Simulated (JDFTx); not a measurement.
O:

```xyz
2
Lattice="2.8514 -1.6624 0.0000 2.8514 1.6624 0.0000 -2.3945 0.0000 3.6471" Properties=species:S:1:pos:R:3 pbc="T T T"
O     3.5625    0.0036    3.0607
O    -0.2518    0.0644    0.6066
```

The cell isn't the ideal one: atoms moved at random, drawn with an rms of 0.05 Å.

A run of JDFTx 1.7.0 (patched build) on this cell left the log below. Logs are shortened: lines on timing, memory, paths and dates and some standing lists are left out, and cuts for length are marked.

```text
*************** JDFTx 1.7.0 (patched build) ***************

Input parsed successfully to the following command list (including defaults):
[... the input with its defaults ...]

---------- Setting up symmetries ----------

Non-trivial transmission matrix:
[   1   0   0  ]
[   0   1   1  ]
[   0   0   1  ]
with reduced lattice vectors:
[      5.388370      5.388370      0.863438  ]
[     -3.141511      3.141511      3.141511  ]
[      0.000000      0.000000      6.891926  ]

Found 4 point-group symmetries of the bravais lattice
Found 2 space-group symmetries with basis
Applied RMS atom displacement 0 bohrs to make symmetries exact.

---------- Initializing the Grid ----------
R =
[      5.38837      5.38837     -4.52493  ]
[     -3.14151      3.14151            0  ]
[            0            0      6.89193  ]
unit cell volume = 233.328
G =
[   0.583032   -1.00003   0.382793  ]
[   0.583032    1.00003   0.382793  ]
[         -0          0   0.911673  ]
Minimum fftbox size, Smin = [  52  52  72  ]
Chosen fftbox size, S = [  54  54  72  ]

---------- Initializing tighter grid for wavefunction operations ----------
R =
[      5.38837      5.38837     -4.52493  ]
[     -3.14151      3.14151            0  ]
[            0            0      6.89193  ]
unit cell volume = 233.328
G =
[   0.583032   -1.00003   0.382793  ]
[   0.583032    1.00003   0.382793  ]
[         -0          0   0.911673  ]
Minimum fftbox size, Smin = [  40  40  52  ]
Chosen fftbox size, S = [  40  40  54  ]

---------- Exchange Correlation functional ----------
Initalized PBE GGA exchange.
Initalized PBE GGA correlation.

---------- Setting up pseudopotentials ----------
[... 37 lines left out ...]
[... 4 lines of inner loops ...]
LCAOMinimize: Iter:   4  F: -31.7518130358975625  |grad|_K:  9.252e-07  alpha:  4.076e-01  linmin:  9.277e-06  cgtest:  4.490e-02
	FillingsUpdate:  mu: -0.059081867  nElectrons: 12.000000
LCAOMinimize: Iter:   5  F: -31.7518130482093284  |grad|_K:  1.565e-07  alpha:  6.752e-01  linmin: -8.188e-05  cgtest: -3.438e-02
LCAOMinimize: Converged (|Delta F|<1.000000e-06 for 2 iters).

-------- Electronic minimization -----------
Will mix electronic density at each iteration.
	FillingsUpdate:  mu: -0.059081867  nElectrons: 12.000000
	FillingsUpdate:  mu: -0.059423850  nElectrons: 12.000000
SCF: Cycle:  0   F: -31.830889418522705   dF: -7.908e-02   |Residual|: 1.533e-01   |deigs|: 1.061e-01
	FillingsUpdate:  mu: -0.041717686  nElectrons: 12.000000
SCF: Cycle:  1   F: -31.842849843438010   dF: -1.196e-02   |Residual|: 5.742e-02   |deigs|: 2.333e-02
	FillingsUpdate:  mu: -0.034744269  nElectrons: 12.000000
SCF: Cycle:  2   F: -31.844496614650527   dF: -1.647e-03   |Residual|: 1.625e-02   |deigs|: 9.957e-03
	FillingsUpdate:  mu: -0.036253690  nElectrons: 12.000000
SCF: Cycle:  3   F: -31.844505546426838   dF: -8.932e-06   |Residual|: 2.428e-03   |deigs|: 1.135e-03
	FillingsUpdate:  mu: -0.035773672  nElectrons: 12.000000
SCF: Cycle:  4   F: -31.844510471727034   dF: -4.925e-06   |Residual|: 8.313e-04   |deigs|: 5.085e-04
	FillingsUpdate:  mu: -0.035330581  nElectrons: 12.000000
SCF: Cycle:  5   F: -31.844511256935018   dF: -7.852e-07   |Residual|: 5.457e-04   |deigs|: 4.314e-04
	FillingsUpdate:  mu: -0.035416704  nElectrons: 12.000000
SCF: Cycle:  6   F: -31.844511421671491   dF: -1.647e-07   |Residual|: 1.915e-04   |deigs|: 9.443e-05
	FillingsUpdate:  mu: -0.035419430  nElectrons: 12.000000
SCF: Cycle:  7   F: -31.844511443382359   dF: -2.171e-08   |Residual|: 4.816e-05   |deigs|: 3.976e-05
	FillingsUpdate:  mu: -0.035411833  nElectrons: 12.000000
SCF: Cycle:  8   F: -31.844511446302203   dF: -2.920e-09   |Residual|: 2.072e-05   |deigs|: 1.641e-05
	FillingsUpdate:  mu: -0.035407119  nElectrons: 12.000000
SCF: Cycle:  9   F: -31.844511447191358   dF: -8.892e-10   |Residual|: 5.632e-06   |deigs|: 1.978e-05
	FillingsUpdate:  mu: -0.035406972  nElectrons: 12.000000
SCF: Cycle: 10   F: -31.844511447387173   dF: -1.958e-10   |Residual|: 3.381e-06   |deigs|: 2.266e-05
SCF: Converged (|Delta E|<1.000000e-09 for 2 iters).

Setting wave functions to eigenvectors of Hamiltonian
Converging empty states (this may take a while): |deigs|: 1.216e-04

# Stress tensor in Cartesian coordinates [Eh/a0^3]:
[  0.000110126 -1.52664e-05 -0.000325515  ]
[ -1.52664e-05  9.95156e-05  3.92006e-05  ]
[ -0.000325515  3.92006e-05  0.000810559  ]

# Ionic positions in lattice coordinates:
ion O   0.975987000000000   0.978139000000000   0.839217000000000 1
ion O   0.006325000000000   0.045059000000000   0.166337000000000 1

# Forces in Cartesian coordinates:
force O  -0.034084549141847   0.004515472646878   0.074678339368012 1
force O   0.034084549141847  -0.004515472646878  -0.074678339368012 1

# Energy components:
   Eewald =      -17.2811569102989111
       EH =       11.9117448533679493
     Eloc =      -35.9594038439530692
      Enl =       -4.5719743020947057
      Exc =       -8.0268581000438637
 Exc_core =        1.0336805634303996
       KE =       21.0513846362674215
-------------------------------------
     Etot =      -31.8425831033247846
       TS =        0.0019283440623884
-------------------------------------
        F =      -31.8445114473871733

IonicMinimize: Iter:   0  F: -31.844511447387173  |grad|_K:  4.747e-02
IonicMinimize: None of the convergence criteria satisfied after 0 iterations.

#--- Lowdin population analysis ---
# oxidation-state O +0.040 +0.040

Dumping 'run.eigStats' ...
	eMin: -0.934002 at state 0 ( [ +0.000000 +0.000000 +0.000000 ] spin 0 )
	HOMO: -0.035410 at state 103 ( [ +0.100000 -0.100000 -0.428571 ] spin 0 )
	mu  : -0.035409
	LUMO: -0.035337 at state 83 ( [ +0.100000 -0.400000 -0.285714 ] spin 0 )
	eMax: +0.644145 at state 2 ( [ +0.000000 +0.000000 +0.285714 ] spin 0 )
	HOMO-LUMO gap: +0.000074
	Optical gap  : +0.002420 at state 218 ( [ +0.300000 -0.400000 +0.000000 ] spin 0 )
Done!
```

Task: What input gives this log?

Result: Single point with PBE, no spin polarisation. The files as run (others can give the same):

O.in
```
lattice \
    5.3883704637     5.3883704637    -4.5249329602 \
   -3.1415108318     3.1415108318     0.0000000000 \
    0.0000000000     0.0000000000     6.8919260075
coords-type Lattice
ion O      0.9759870000     0.9781390000     0.8392170000 1
ion O      0.0063250000     0.0450590000     0.1663370000 1

ion-species pseudo/O.upf
elec-cutoff 42 336
elec-ex-corr gga-PBE
kpoint-folding 10 10 7
elec-smearing Fermi 0.0018374661
elec-n-bands 11
electronic-SCF nIterations 100 energyDiffThreshold 1e-09
electronic-minimize nIterations 30 energyDiffThreshold 1e-7
converge-empty-states yes
forces-output-coords Cartesian

dump-name run.$VAR
dump End Ecomponents EigStats BandEigs Kpoints Forces Stress
```

Potentials or basis: PseudoDojo-SR-PBE-0.5-standard with smoothed tails.
Run with:
```console
$ jdftx -c 1 -i O.in -o O.out
```

Caveat: spin is off for a triplet molecule.
